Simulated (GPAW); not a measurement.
**WS2 in GPAW: the effect of kernel**

WS2, a slab with vacuum:

```xyz
3
Lattice="3.1835 0.0000 0.0000 -1.5918 2.7570 0.0000 0.0000 0.0000 16.9506" Properties=species:S:1:pos:R:3 pbc="T T T"
W     0.0000    0.0000    0.0000
S     0.0000    1.8380    1.5595
S     0.0000    1.8380   15.3911
```

Alike in all runs:

* Program: GPAW 26.7.0
* Task: dielectric tensor
* Functional: LDA
* Potentials or basis: the program's PAW data sets (release 1.2.1) made for this functional
* Cutoff: 450 eV
* Basis: pw
* k mesh: 8 × 8 × 2
* Occupations: fermi-dirac, width 0.001 eV
* Spin: no spin polarisation

```tsv
kernel	dielectric constant (mean)
Bootstrap	4.47
LR0.1	3.99
RPA	?
ALDA	3.43
```

Q: What does the run with kernel RPA give?

A: Dielectric constant 3.89 mean.

Caveats: the long-wavelength limit can be off by several per cent where d states take part.
